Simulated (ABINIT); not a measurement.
# InSe (R3m) in ABINIT: reference runs

How does InSe come out in PBEsol? The cell is run as given.

Program: ABINIT 10.8.3 (patched build). These are calculated values, not measurements. Logs are shortened: lines on timing, memory, paths and dates and some standing lists are left out, and cuts for length are marked. The log counts tension as positive stress, the text compression.

**Experimental background.**

“The Interaction of Hydrogen with the van der Waals Crystal γ-InSe”, 2020, pmc:7321205 reports, for a bulk crystal of InSe at 300 K: band gap 1.25 eV.

The runs below are set against these values where they give the same quantity.

### Step 1. The crystal as given

Symmetry: R3m, No. 160, trigonal system. Conventional cell: a = 4.000 Å, b = 4.000 Å, c = 25.320 Å, α = 90.00°, β = 90.00°, γ = 120.00°. In (site symmetry 3m) has 3 Se at 2.63 Å and 1 In at 2.82 Å as nearest neighbours. In (site symmetry 3m) is surrounded by 3 Se at 2.64 Å and 1 In at 2.82 Å. Se (site symmetry 3m) is surrounded by 3 In at 2.63 Å. Se (site symmetry 3m) has 3 In at 2.64 Å as nearest neighbours.

### Step 2. Single point, PBEsol

The input, run.abi:

```
# Pseudopotentials
pp_dirpath "./"
pseudos "In.GGA_PBE-JTH.xml, Se.GGA_PBE-JTH.xml"

# Structure
acell 8.7502533297 8.7502533297 8.7502533297 Angstrom
rprim
     0.2285648112     0.1319619553     0.9645435031
    -0.2285648112     0.1319619553     0.9645435031
     0.0000000000    -0.2639239105     0.9645435031
ntypat 2
znucl 49 34
natom 4
typat 1 1 2 2
xred
     0.8886000000     0.8886000000     0.8886000000
     0.0000000000     0.0000000000     0.0000000000
     0.1719000000     0.1719000000     0.1719000000
     0.3835000000     0.3835000000     0.3835000000

# Plane-wave basis
ecut 598.650497 eV
pawecutdg 44.0
pawxcdev 0

# k points
kptopt 1
ngkpt 8 8 8
nshiftk 1
shiftk 0.0 0.0 0.0

# Exchange and correlation
ixc -116133

# Bands and occupations
nband 23
occopt 3
tsmear 0.05 eV

# SCF cycle
nstep 100
tolvrs 1.0e-9

# Output
iomode 3
prtwf 0
prtden 0
prteig 0
prtebands 0
```

Potentials or basis: JTH PAW PBE v2.0.

Run with:

```
abinit run.abi > log 2>&1
```

run.abo:

```text
.Version 10.8.3 of ABINIT
 Symmetries : space group R3 m (#160); Bravais hR (rhombohedral)
================================================================================
 Values of the parameters that define the memory need of the present run
     intxc =       0    ionmov =       0      iscf =      17    lmnmax =      18
     lnmax =       6     mgfft =      72  mpssoang =       3    mqgrid =    3001
     natom =       4  nloc_mem =       2    nspden =       1   nspinor =       1
    nsppol =       1      nsym =       6    n1xccc =       1    ntypat =       2
    occopt =       3   xclevel =       2
       mpw =        3910          nfft =      373248          nkpt =          65
 PAW method is used; the additional fine FFT grid is defined by:
   mgfftf=       100    nfftf =   1000000
================================================================================
================================================================================

--------------------------------------------------------------------------------
------------- Echo of variables that govern the present computation ------------
--------------------------------------------------------------------------------
 -outvars: echo values of preprocessed input variables --------
            acell      1.6535582325E+01  1.6535582325E+01  1.6535582325E+01 Bohr
              amu      1.14820000E+02  7.89600000E+01
             ecut      2.20000000E+01 Hartree
                       outvar_i_n : Printing only first  50 k-points.
              ixc     -116133
                       outvar_i_n : Printing only first  50 k-points.
         kptrlatt        8    0    0      0    8    0      0    0    8
          kptrlen      6.04712360E+01
            natom           4
            nband          23
            ngfft          72      72      72
          ngfftdg         100     100     100
             nkpt          65
            nstep         100
             nsym           6
           ntypat           2
                       prtocc : prtvol=0, do not print more k-points.
           occopt           3
        pawecutdg      4.40000000E+01 Hartree
         pawxcdev           0
           prtden           0
        prtebands           0
           prteig           0
            prtwf           0
            rprim      2.2856481120E-01  1.3196195530E-01  9.6454350310E-01
                      -2.2856481120E-01  1.3196195530E-01  9.6454350310E-01
                       0.0000000000E+00 -2.6392391050E-01  9.6454350310E-01
          spgroup         160
           tolvrs      1.00000000E-09
           tsmear      1.83746611E-03 Hartree
            typat      1  1  2  2
           useylm           1
                       outvars : Printing only first  50 k-points.
           xangst     -3.2663305907E-16  7.7754735294E-10  2.2499351999E+01
                       0.0000000000E+00  0.0000000000E+00  0.0000000000E+00
                      -2.1835632524E-17  1.5041685282E-10  4.3525079998E+00
                       8.5028900183E-18  3.3557216603E-10  9.7102199996E+00
[... 168 lines left out ...]
 frms,max,avg= 1.2877525E-01 3.0916629E-01   0.000E+00  0.000E+00 -2.091E-03 e/A
 length scales= 16.535582325446 16.535582325446 16.535582325446 bohr
              =  8.750253329700  8.750253329700  8.750253329700 angstroms
 Fermi (or HOMO) energy (hartree) =   0.08248   Average Vxc (hartree)=  -0.33976
 Eigenvalues (hartree) for nkpt=  65  k points:
 kpt#   1, nband= 23, wtk=  0.00195, kpt=  0.0000  0.0000  0.0000 (reduced coord)
  -0.46489   -0.45854   -0.45854   -0.45584   -0.45584   -0.45497   -0.45497   -0.44910
  -0.44885   -0.44885   -0.42337   -0.40830   -0.15690   -0.05181    0.01901    0.02784
   0.02784    0.03125    0.03125    0.13560    0.14908    0.23617    0.23617
      occupation numbers for kpt#   1
   2.00000    2.00000    2.00000    2.00000    2.00000    2.00000    2.00000    2.00000
   2.00000    2.00000    2.00000    2.00000    2.00000    2.00000    2.00000    2.00000
   2.00000    2.00000    2.00000    0.00000    0.00000    0.00000    0.00000
 prteigrs : prtvol=0 or 1, do not print more k-points.

--- !EnergyTerms
iteration_state     : {dtset: 1, }
comment             : Components of total free energy in Hartree
kinetic             :  3.47463638974098E+01
hartree             :  5.43029021821286E+01
xc                  : -2.74864917381718E+01
Ewald energy        : -8.73891580665680E+01
psp_core            :  5.47384422381230E+00
local_psp           : -1.43726377050585E+02
PAW spherical_terms :  2.87636664261608E+01
internal            : -1.35315250125813E+02
'-kT*entropy'       : -3.12983907303889E-06
total_energy        : -1.35315253255652E+02
total_energy_eV     : -3.68211562131230E+03
...

--- !EnergyTermsDC
iteration_state     : {dtset: 1, }
comment             : '"Double-counting" decomposition of free energy'
band_energy         : -1.12751707426548E+01
Ewald energy        : -8.73891580665680E+01
psp_core            :  5.47384422381230E+00
xc_dc               : -6.51622901304619E+01
PAW spherical_terms :  2.30375248046638E+01
internal            : -1.35315249911209E+02
'-kT*entropy'       : -3.12983907303889E-06
total_energy_dc     : -1.35315253041048E+02
total_energy_dc_eV  : -3.68211561547261E+03
...

--- !EnergyTermsWithPAWCore
iteration_state     : {dtset: 1, }
comment             : 'Components of total free energy, including PAW core contributions'
Total energy        : -1.66151013914916E+04
Total energy DC     : -1.66151013912770E+04
Total energy (eV)   : -4.52119941480015E+05
Total energy DC (eV): -4.52119941474175E+05
...

 Cartesian components of stress tensor (hartree/bohr^3)
  sigma(1 1)= -1.63216684E-05  sigma(3 2)= -2.39130327E-13
  sigma(2 2)= -1.63216677E-05  sigma(3 1)=  0.00000000E+00
  sigma(3 3)=  1.67704167E-05  sigma(2 1)=  0.00000000E+00

-Cartesian components of stress tensor (GPa)         [Pressure=  1.5567E-01 GPa]
- sigma(1 1)= -4.80200064E-01  sigma(3 2)= -7.03545712E-09
- sigma(2 2)= -4.80200042E-01  sigma(3 1)=  0.00000000E+00
- sigma(3 3)=  4.93402693E-01  sigma(2 1)=  0.00000000E+00

== END DATASET(S) ==============================================================
================================================================================

 -outvars: echo values of variables after computation  --------
            acell      1.6535582325E+01  1.6535582325E+01  1.6535582325E+01 Bohr
           etotal     -1.3531525304E+02
            fcart     -5.0887965265E-20  8.8689168055E-19  6.0123271326E-03
                       1.6906928215E-18 -2.8309286263E-19 -5.7299092286E-03
                      -5.3912248008E-21  1.3021965212E-20 -1.9071636903E-03
                      -1.6344136315E-18 -6.1682078313E-19  1.6247457862E-03
            rprim      2.2856481120E-01  1.3196195530E-01  9.6454350310E-01
                      -2.2856481120E-01  1.3196195530E-01  9.6454350310E-01
                       0.0000000000E+00 -2.6392391050E-01  9.6454350310E-01
           strten     -1.6321668420E-05 -1.6321667693E-05  1.6770416657E-05
                      -2.3913032707E-13  0.0000000000E+00  0.0000000000E+00
           xangst     -3.2663305907E-16  7.7754735294E-10  2.2499351999E+01
                       0.0000000000E+00  0.0000000000E+00  0.0000000000E+00
                      -2.1835632524E-17  1.5041685282E-10  4.3525079998E+00
                       8.5028900183E-18  3.3557216603E-10  9.7102199996E+00
             xred      8.8860000000E-01  8.8860000000E-01  8.8860000000E-01
                       0.0000000000E+00  0.0000000000E+00  0.0000000000E+00
                       1.7190000000E-01  1.7190000000E-01  1.7190000000E-01
                       3.8350000000E-01  3.8350000000E-01  3.8350000000E-01
 Calculation completed.
```

It took 13 min on 1 thread of Arm Neoverse V2, shared host; peak memory 0.6 GiB.

Results:

```yaml
Free_energy: -3682.1156 eV
Pressure: 0.2 GPa
Largest_force: 0.309 eV/Å
Band_gap_on_the_k_mesh: 0.33 eV, direct
Valence_electrons_inside_the_program's_atomic_spheres: In 11.18, 11.19; Se 3.94, 3.93
```

Forces in eV/Å, atoms in the order of the input:
```
In   0.000  0.000  0.309
In   0.000  0.000 -0.295
Se   0.000  0.000 -0.098
Se   0.000  0.000  0.084
```

Stress tensor (GPa, compression positive):
```
 0.48  0.00  0.00
 0.00  0.48  0.00
 0.00  0.00 -0.49
```

Caveat: the PAW data sets were made with another functional, which shifts forces and pressure a little; spin-orbit coupling is left out, which moves the levels of the heavy elements.

### Step 3. Comparison with measurements

Step 2. A measured gap of InSe is 1.25 eV (300 K; “The Interaction of Hydrogen with the van der Waals Crystal γ-InSe”, 2020, pmc:7321205); the calculated 0.33 eV misses it by -0.92 eV. Spin-orbit coupling on In, Se is left out. The value is that of PBEsol on a finite k mesh, which can miss the band edges, without temperature or zero-point motion. Semilocal functionals fall short of measured gaps as a rule.
